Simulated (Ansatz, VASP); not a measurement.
# PtSe2: VASP beside Ansatz

Contents of INCAR:

```
PREC = Accurate ; ENCUT = 520
EDIFF = 1E-6 ; ISMEAR = 0
SIGMA = 0.15 ; LREAL = F
LASPH = T ; NELM = 60
ALGO = Normal ; ISIF = 2
LWAVE = F ; LCHARG = F
GGA = PE ; IVDW = 12
NBANDS = 18
```

File KPOINTS:

```
regular mesh
0
Gamma
  12 12 8
```

File POSCAR:

```
PtSe2
1.0
    3.7224757418      0.0000000000      0.0000000000
   -1.8612378709      3.2237585574      0.0000000000
    0.0000000000      0.0000000000      4.9497759939
Pt Se
1 2
Direct
    0.0000000000      0.0000000000      0.0000000000
    0.3333333333      0.6666666667      0.2969401033
    0.6666666667      0.3333333333      0.7030598967
```

Input for Ansatz:

```yaml
crystal:
  lattice:
    - [3.7224757418, 0.0, 0.0]
    - [-1.8612378709, 3.2237585574, 0.0]
    - [0.0, 0.0, 4.9497759939]
  atoms:
    - { symbol: Pt, position: [0.0, 0.0, 0.0] }
    - { symbol: Se, position: [0.3333333333, 0.6666666667, 0.2969401033] }
    - { symbol: Se, position: [0.6666666667, 0.3333333333, 0.7030598967] }
basis:
  ecutwfc: 420
kpoints:
  mp_grid: { grid: [12, 12, 8] }
hamiltonian:
  xc: pbe
  pseudopotentials: { kind: paw, azcp: { folder: soft_1 } }
  dispersion: d3bj
scf:
  occupations: { method: gaussian, width: 0.15 }
output:
  forces: true
  stress: true
  eigenvalues: true
```

Alike in both runs: task single point; functional PBE; dispersion D3(BJ); k mesh 12 × 12 × 8; occupations gaussian, width 0.15 eV; no spin polarisation.

```csv
,VASP,Ansatz
version,VASP 6.6.1,Ansatz 0.2.0
potentials or method,"VASP PAW PBE potentials, release 64 (Pt, Se)","scalar-relativistic, plane waves, PAW"
plane-wave cutoff (eV),520,420
valence electrons in the cell,22,50
```

```csv
,VASP,Ansatz,Ansatz less VASP
gap on the k mesh at the Fermi level (eV),none,none,-
pressure (GPa),-5.7,-5.7,+0.04
largest component of the traceless stress (GPa),3.17,3.18,+0.012
rms of the force components (eV/Å),0.736,0.738,+0.0027
```

Atom by atom the forces differ by 0.003 eV/Å (rms over components). A gap of «none» marks a metal or a gap that the smearing closes. The two sets of potentials don't hold the same shells in valence.

Caveats: pairwise dispersion overbinds metals, which lowers pressure and volume; forces of over 1 eV/Å show positions far from the minimum, so gaps and moduli don't describe the material at rest. Spin-orbit coupling is left out, which matters for the levels of Pt.
